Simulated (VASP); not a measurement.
# Cu (Fm-3m) in VASP: a series of runs

One crystal, Cu, is run at these levels: PBEsol, r2SCAN0, PBE+TS, RPBE; tasks: single point, relaxation of the atoms.

Everything below comes from runs of VASP 6.6.1. Logs are shortened: lines on timing, memory, paths and dates and some standing lists are left out, and cuts for length are marked.

## 1. The structure

The structure is cubic, space group Fm-3m (No. 225). Conventional cell: a = 3.615 Å, b = 3.615 Å, c = 3.615 Å, α = 90.00°, β = 90.00°, γ = 90.00°. Cu (site symmetry m-3m) has 12 Cu at 2.56 Å as nearest neighbours.

## 2. Single point, PBEsol

Input file INCAR:

```
SYSTEM = Cu
ALGO = Fast
EDIFF = 1E-6
ENCUT = 500
GGA = PS
ISIF = 2
ISMEAR = 0
LASPH = .True.
LCHARG = .True.
LELF = .True.
LREAL = .False.
LVHAR = .True.
LWAVE = .False.
NELM = 80
PREC = Accurate
SIGMA = 0.1
```

Input file KPOINTS:

```
k-points
0
Gamma
  13 13 13
  0 0 0
```

Input file POSCAR:

```
Cu
1.0
    0.0000000000      1.8075000000      1.8075000000
    1.8075000000      0.0000000000      1.8075000000
    1.8075000000      1.8075000000      0.0000000000
Cu
1
Direct
    0.0000000000      0.0000000000      0.0000000000
```

Potentials or basis: VASP PAW PBE potentials, release 64 (Cu).

Launch:

```
> cat potpaw_PBE.64/Cu/POTCAR > POTCAR
> mpirun -np 1 vasp_std > vasp.out
```

OUTCAR:

```text
SYSTEM = Cu
   EDIFF = 1E-6
   ENCUT = 500
   GGA = PS
   ISIF = 2
   ISMEAR = 0
   LASPH = .True.
   LREAL = .False.
   NELM = 80
   PREC = Accurate

 ion  position               nearest neighbor table
   1  0.000  0.000  0.000-

  LATTYP: Found a face centered cubic cell.
 ALAT       =     3.6150000000

  Lattice vectors:

 A1 = (   0.0000000000,   1.8075000000,   1.8075000000)
 A2 = (   1.8075000000,   0.0000000000,   1.8075000000)
 A3 = (   1.8075000000,   1.8075000000,   0.0000000000)

Analysis of symmetry for initial positions (statically):
=====================================================================
 Subroutine PRICEL returns:
 Original cell was already a primitive cell.

 Routine SETGRP: Setting up the symmetry group for a
 face centered cubic supercell.

 Subroutine GETGRP returns: Found 48 space group operations
 (whereof 48 operations were pure point group operations)
 out of a pool of 48 trial point group operations.

The static configuration has the point symmetry O_h .

Analysis of symmetry for dynamics (positions and initial velocities):
=====================================================================
 Subroutine PRICEL returns:
 Original cell was already a primitive cell.

 Routine SETGRP: Setting up the symmetry group for a
 face centered cubic supercell.

 Subroutine GETGRP returns: Found 48 space group operations
 (whereof 48 operations were pure point group operations)
 out of a pool of 48 trial point group operations.

The dynamic configuration has the point symmetry O_h .

 Subroutine INISYM returns: Found 48 space group operations
 (whereof 48 operations are pure point group operations),
 and found     1 'primitive' translations

----------------------------------------------------------------------------------------

                                     Primitive cell

  volume of cell :      11.8104

  direct lattice vectors                    reciprocal lattice vectors
     0.000000000  1.807500000  1.807500000    -0.276625173  0.276625173  0.276625173
     1.807500000  0.000000000  1.807500000     0.276625173 -0.276625173  0.276625173
     1.807500000  1.807500000  0.000000000     0.276625173  0.276625173 -0.276625173

  length of vectors
     2.556191014  2.556191014  2.556191014     0.479128854  0.479128854  0.479128854

  position of ions in fractional coordinates (direct lattice)
     0.000000000  0.000000000  0.000000000

  ion indices of the primitive-cell ions
   primitive index   ion index
                 1           1

----------------------------------------------------------------------------------------

 KPOINTS: k-points

Automatic generation of k-mesh.
 Grid dimensions read from file:
 generate k-points for:   13   13   13

 Generating k-lattice:

  Cartesian coordinates                     Fractional coordinates (reciprocal lattice)
    -0.021278859  0.021278859  0.021278859     0.076923077  0.000000000  0.000000000
     0.021278859 -0.021278859  0.021278859     0.000000000  0.076923077  0.000000000
     0.021278859  0.021278859 -0.021278859     0.000000000  0.000000000  0.076923077

  Length of vectors
     0.036856066  0.036856066  0.036856066

  Shift w.r.t. Gamma in fractional coordinates (k-lattice)
     0.000000000  0.000000000  0.000000000

 Subroutine IBZKPT returns following result:
 ===========================================

 Found     84 irreducible k-points:

 Following reciprocal coordinates:
            Coordinates               Weight
  0.000000  0.000000  0.000000      1.000000
  0.076923  0.000000  0.000000      8.000000
  0.153846  0.000000  0.000000      8.000000
  0.230769  0.000000  0.000000      8.000000
  0.307692  0.000000  0.000000      8.000000
  0.384615  0.000000  0.000000      8.000000
[... 42 lines left out ...]
 -0.461538  0.461538  0.000000     12.000000
  0.230769  0.153846  0.076923     24.000000
 [... further k-points ...]
   k-points           NKPTS =     84   k-points in BZ     NKDIM =     84   number of bands    NBANDS=      9
   number of dos      NEDOS =    301   number of ions     NIONS =      1
   total plane-waves  NPLWV =   8000
   dimension x,y,z NGX =    20 NGY =   20 NGZ =   20
   dimension x,y,z NGXF=    40 NGYF=   40 NGZF=   40
   ions per type =               1
   NGX,Y,Z   is equivalent  to a cutoff of  13.01, 13.01, 13.01 a.u.
   NGXF,Y,Z  is equivalent  to a cutoff of  26.01, 26.01, 26.01 a.u.
 SYSTEM =  Cu
   PREC   = accura    normal or accurate (medium, high low for compatibility)
   ISTART =      0    job   : 0-new  1-cont  2-samecut
   ICHARG =      2    charge: 1-file 2-atom 10-const
   ISPIN  =      1    spin polarized calculation?
   LNONCOLLINEAR =      F non collinear calculations
   LSORBIT =      F    spin-orbit coupling
   LASPH  =      T    aspherical Exc in radial PAW
   ENCUT  =  500.0 eV  36.75 Ry    6.06 a.u.   4.66  4.66  4.66*2*pi/ulx,y,z
   NELM   =     80;   NELMIN=  2; NELMDL= -5     # of ELM steps
   EDIFF  = 0.1E-05   stopping-criterion for ELM
   LREAL  =      F    real-space projection
   EDIFFG = 0.1E-04   stopping-criterion for IOM
   NSW    =      0    number of steps for IOM
   IBRION =     -1    ionic relax: 0-MD 1-quasi-New 2-CG
   NFREE  =      0    steps in history (QN), initial steepest desc. (CG)
   ISIF   =      2    stress and relaxation
   ISYM   =      2    0-nonsym 1-usesym 2-fastsym
   POTIM  = 0.5000    time-step for ionic-motion
   TEBEG  =    0.0;   TEEND  =   0.0 temperature during run
   PSTRESS=    0.0 pullay stress
   NELECT =      11.0000    total number of electrons
   NUPDOWN=      -1.0000    fix difference up-down
   EMIN   =  10.00;   EMAX   =-10.00  energy-range for DOS
   EFERMI =   0.00;   METHOD = LEGACY
   ISMEAR =     0;   SIGMA  =   0.10  broadening in eV -4-tet -1-fermi 0-gaus
   EFERMI_NEDOS =   21; number of points for ismear=-14 and -15
   IALGO  =     68    algorithm
   IMIX   =      4    mixing-type and parameters
     AMIX     =   0.40;   BMIX     =  1.00
     AMIX_MAG =   1.60;   BMIX_MAG =  1.00
  volume/ion in A,a.u.               =      11.81        79.70
  Fermi-wavevector in a.u.,A,eV,Ry     =   1.598763  3.021224 34.777078  2.556043
  Thomas-Fermi vector in A             =   2.696162
   LORBIT       =      0    0 simple, 1 ext, 2 COOP (PROOUT), +10 PAW based schemes
   GGA     = PS    functional components
   LHFCALC =     F    Hartree Fock is set to
   AEXX    =    0.0000 exact exchange contribution
   IVDW    =     0    specifies the selected vdW correction
   LEPSILON=     F    determine dielectric tensor
   LRPA    =     F    only Hartree local field effects (RPA)
 non-spin polarized calculation
 RMM-DIIS sequential band-by-band and
 Gauss-broadening in eV      SIGMA  =   0.10
  energy-cutoff  :      500.00
  volume of cell :       11.81
 maximum number of plane-waves:       310
   NGX =  9   NGY =  9   NGZ =  9

 number of electron      11.0000001 magnetization

 Free energy of the ion-electron system (eV)
  ---------------------------------------------------
  ext. energy  EPLUGINS =         0.00000000
  ---------------------------------------------------
  free energy    TOTEN  =        -4.30172200 eV

  energy without entropy =       -4.29998720  energy(sigma->0) =       -4.30085460

 E-fermi :   7.5743     XC(G=0): -12.9083

 val. band max:        7.3744279622   @ k =   0.4615   0.2308   0.0000
 cond. band min:       7.5755293752   @ k =   0.4615   0.3077   0.0000
 fundamental gap:      0.2011014130
 Fermi energy:         7.5743440305

 k-point     1 :       0.0000    0.0000    0.0000
  band No.  band energies     occupation
      1      -1.9888      2.00000
      2       4.3676      2.00000
      3       4.3676      2.00000
      4       4.3676      2.00000
      5       5.1991      2.00000
      6       5.1991      2.00000
      7      29.9836      0.00000
      8      32.5960      0.00000
      9      32.5960      0.00000

 k-point     2 :       0.0769    0.0000    0.0000
  band No.  band energies     occupation
      1      -1.7736      2.00000
      2       4.3224      2.00000
      3       4.4076      2.00000
      4       4.4076      2.00000
      5       5.1837      2.00000
      6       5.1837      2.00000
      7      28.5303      0.00000
      8      30.9034      0.00000
      9      31.9766      0.00000

 k-point     3 :       0.1538    0.0000    0.0000
  band No.  band energies     occupation
      1      -1.1426      2.00000
      2       4.2119      2.00000
      3       4.4942      2.00000
      4       4.4942      2.00000
      5       5.1691      2.00000
      6       5.1691      2.00000
      7      24.6744      0.00000
      8      30.4743      0.00000
      9      31.0550      0.00000

 k-point     4 :       0.2308    0.0000    0.0000
  band No.  band energies     occupation
      1      -0.1537      2.00000
      2       4.1161      2.00000
      3       4.5322      2.00000
      4       4.5322      2.00000
      5       5.2419      2.00000
      6       5.2419      2.00000
      7      20.7541      0.00000
      8      30.0080      0.00000
      9      30.3163      0.00000
[... 397 lines left out ...]
 k-point    38 :       0.3077    0.3077    0.0000
  band No.  band energies     occupation
      1       1.7725      2.00000
      2       3.4030      2.00000
      3       4.9812      2.00000
      4       5.3104      2.00000
      5       5.3104      2.00000
      6       5.5701      2.00000
      7      22.4604      0.00000
      8      22.9078      0.00000
      9      22.9078      0.00000

 k-point    39 :       0.3846    0.3077    0.0000
  band No.  band energies     occupation
      1       2.2994      2.00000
      2       3.2884      2.00000
      3       4.9983      2.00000
      4       5.3749      2.00000
      5       5.7029      2.00000
      6       6.0856      2.00000
      7      20.2605      0.00000
      8      20.5352      0.00000
      9      22.2389      0.00000

 k-point    40 :       0.4615    0.3077    0.0000
  band No.  band energies     occupation
      1       2.7099      2.00000
      2       3.2727      2.00000
      3       4.8172      2.00000
      4       5.3160      2.00000
      5       5.8167      2.00000
      6       7.5755      0.98663
      7      17.1263      0.00000
      8      18.7232      0.00000
      9      22.1236      0.00000

 [... further k-points ...]

------------------------ aborting loop because EDIFF is reached ----------------------------------------

  FORCE on cell =-STRESS in cart. coord.  units (eV):
  Direction    XX          YY          ZZ          XY          YZ          ZX
  --------------------------------------------------------------------------------------
  -------------------------------------------------------------------------------------
  Total       -0.4055776     -0.4055776     -0.4055776     -0.0000000     -0.0000000      0.0000000
  in kB      -55.0198767    -55.0198767    -55.0198767     -0.0000000     -0.0000000      0.0000000
  external PRESSURE =     -55.0198767 kB  Pullay stress =       0.0000000 kB

 VOLUME and BASIS-vectors are now :
 -----------------------------------------------------------------------------
  energy-cutoff  :      500.00
  volume of cell :       11.81
      direct lattice vectors                 reciprocal lattice vectors
     0.000000000  1.807500000  1.807500000    -0.276625173  0.276625173  0.276625173
     1.807500000  0.000000000  1.807500000     0.276625173 -0.276625173  0.276625173
     1.807500000  1.807500000  0.000000000     0.276625173  0.276625173 -0.276625173

 POSITION                                       TOTAL-FORCE (eV/Angst)
 -----------------------------------------------------------------------------------
      0.00000      0.00000      0.00000         0.000000     -0.000000     -0.000000
 -----------------------------------------------------------------------------------
    total drift:                                0.000000      0.000000      0.000000

  FREE ENERGIE OF THE ION-ELECTRON SYSTEM (eV)
  ---------------------------------------------------
  free  energy   TOTEN  =        -4.3017219971 eV

  energy  without entropy=       -4.2999872003  energy(sigma->0) =       -4.30085460
```

It took 8.4 s on 1 thread of Intel Xeon 6975P-C (Granite Rapids), shared host; peak memory 0.11 GiB.

Results:

- Free energy: -4.3017 eV
- Pressure: -5.5 GPa
- Band gap on the k mesh: none (metal or under the smearing width)

Caveat: the PAW data sets were made with another functional, which shifts forces and pressure a little.

## 3. Single point, PBEsol

Input file run.py:

```python
from ase.calculators.vasp import Vasp
from ase.dft.bandgap import bandgap
from ase.io import read

atoms = read('Cu.xyz')
calc = Vasp(
    directory='calc',
    xc='pbesol',
    pp='PBE',
    setups='minimal',
    prec='Accurate',
    encut=500,
    ediff=1e-06,
    ismear=0,
    sigma=0.1,
    lreal=False,
    lasph=True,
    nelm=100,
    algo='Normal',
    isif=2,
    lwave=False,
    lcharg=False,
    kpts=[13, 13, 13],
    gamma=True,
)
atoms.calc = calc

print('energy (eV):', atoms.get_potential_energy())
print('free energy (eV):', atoms.get_potential_energy(force_consistent=True))
print('forces (eV/A):')
print(atoms.get_forces())
print('stress (eV/A^3, Voigt):', atoms.get_stress())
print('Fermi level (eV):', calc.get_fermi_level())
gap, top, bottom = bandgap(calc)
print('band gap (eV):', gap, 'from (spin, k, band)', top, 'to', bottom)
```

Input file Cu.xyz:

```xyz
1
Lattice="0.0000000000 1.8075000000 1.8075000000 1.8075000000 0.0000000000 1.8075000000 1.8075000000 1.8075000000 0.0000000000" Properties=species:S:1:pos:R:3 pbc="T T T"
Cu     0.0000000000      0.0000000000      0.0000000000
```

Potentials or basis: VASP PAW PBE potentials, release 64 (Cu).

Launch:

```
> python run.py
```

Standard output:

```text
energy (eV): -4.30085428
free energy (eV): -4.30172165
forces (eV/A):
[[0. 0. 0.]]
stress (eV/A^3, Voigt): [ 0.03774801  0.03774801  0.03774801 -0.          0.         -0.        ]
Fermi level (eV): 7.5749174
band gap (eV): 0.0 from (spin, k, band) (None, None, None) to (None, None, None)
```

OUTCAR:

```text
ENCUT = 500.000000
   EDIFF = 1.00e-06
   GGA = PS
   PREC = Accurate
   ISIF = 2
   ISMEAR = 0
   NELM = 100
   LASPH = .TRUE.
   LREAL = .FALSE.

 ion  position               nearest neighbor table
   1  0.000  0.000  0.000-

  LATTYP: Found a face centered cubic cell.
 ALAT       =     3.6150000000

  Lattice vectors:

 A1 = (   0.0000000000,   1.8075000000,   1.8075000000)
 A2 = (   1.8075000000,   0.0000000000,   1.8075000000)
 A3 = (   1.8075000000,   1.8075000000,   0.0000000000)

Analysis of symmetry for initial positions (statically):
=====================================================================
 Subroutine PRICEL returns:
 Original cell was already a primitive cell.

 Routine SETGRP: Setting up the symmetry group for a
 face centered cubic supercell.

 Subroutine GETGRP returns: Found 48 space group operations
 (whereof 48 operations were pure point group operations)
 out of a pool of 48 trial point group operations.

The static configuration has the point symmetry O_h .

Analysis of symmetry for dynamics (positions and initial velocities):
[... 190 lines left out ...]

 k-point     1 :       0.0000    0.0000    0.0000
  band No.  band energies     occupation
      1      -1.9888      2.00000
      2       4.3686      2.00000
      3       4.3686      2.00000
      4       4.3686      2.00000
      5       5.2001      2.00000
      6       5.2001      2.00000
      7      29.9835      0.00000
      8      32.5960      0.00000
      9      32.5960      0.00000
[... 457 lines left out ...]
 k-point    40 :       0.4615    0.3077    0.0000
  band No.  band energies     occupation
      1       2.7105      2.00000
      2       3.2735      2.00000
      3       4.8180      2.00000
      4       5.3170      2.00000
      5       5.8178      2.00000
      6       7.5761      0.98685
      7      17.1265      0.00000
      8      18.7235      0.00000
      9      22.1237      0.00000

 [... further k-points ...]

------------------------ aborting loop because EDIFF is reached ----------------------------------------

  FORCE on cell =-STRESS in cart. coord.  units (eV):
  Direction    XX          YY          ZZ          XY          YZ          ZX
  --------------------------------------------------------------------------------------
  -------------------------------------------------------------------------------------
  Total       -0.4458192     -0.4458192     -0.4458192      0.0000000     -0.0000000     -0.0000000
  in kB      -60.4789838    -60.4789838    -60.4789838      0.0000000     -0.0000000     -0.0000000
  external PRESSURE =     -60.4789838 kB  Pullay stress =       0.0000000 kB

 VOLUME and BASIS-vectors are now :
 -----------------------------------------------------------------------------
  energy-cutoff  :      500.00
  volume of cell :       11.81
      direct lattice vectors                 reciprocal lattice vectors
     0.000000000  1.807500000  1.807500000    -0.276625173  0.276625173  0.276625173
     1.807500000  0.000000000  1.807500000     0.276625173 -0.276625173  0.276625173
     1.807500000  1.807500000  0.000000000     0.276625173  0.276625173 -0.276625173

 POSITION                                       TOTAL-FORCE (eV/Angst)
 -----------------------------------------------------------------------------------
      0.00000      0.00000      0.00000         0.000000      0.000000      0.000000
 -----------------------------------------------------------------------------------
    total drift:                                0.000000      0.000000      0.000000

  FREE ENERGIE OF THE ION-ELECTRON SYSTEM (eV)
  ---------------------------------------------------
  free  energy   TOTEN  =        -4.3017216519 eV

  energy  without entropy=       -4.2999869007  energy(sigma->0) =       -4.30085428
```

INCAR:

```text
ENCUT = 500.000000
SIGMA = 0.100000
EDIFF = 1.00e-06
ALGO = Normal
GGA = PS
PREC = Accurate
ISIF = 2
ISMEAR = 0
NELM = 100
LASPH = .TRUE.
LCHARG = .FALSE.
LWAVE = .FALSE.
LREAL = .FALSE.
```

Run time: 8.8 s. Hardware: 1 thread of Intel Xeon 6975P-C (Granite Rapids), shared host; peak memory 0.12 GiB.

Results:

```
Free energy            : -4.3017 eV
Pressure               : -6.0 GPa
Band gap on the k mesh : none (metal or under the smearing width)
```

Levels at points of the mesh, in eV from the Fermi level:
| k point | band 2 | band 3 | band 4 | band 5 | band 6 | band 7 | band 8 | band 9 |
| --- | --- | --- | --- | --- | --- | --- | --- | --- |
| (0.00, 0.00, 0.00) | -3.21 | -3.21 | -3.21 | -2.37 | -2.37 | 22.41 | 25.02 | 25.02 |

Caveat: the PAW data sets were made with another functional, which shifts forces and pressure a little.

(Part 1 of 3 ends here.)
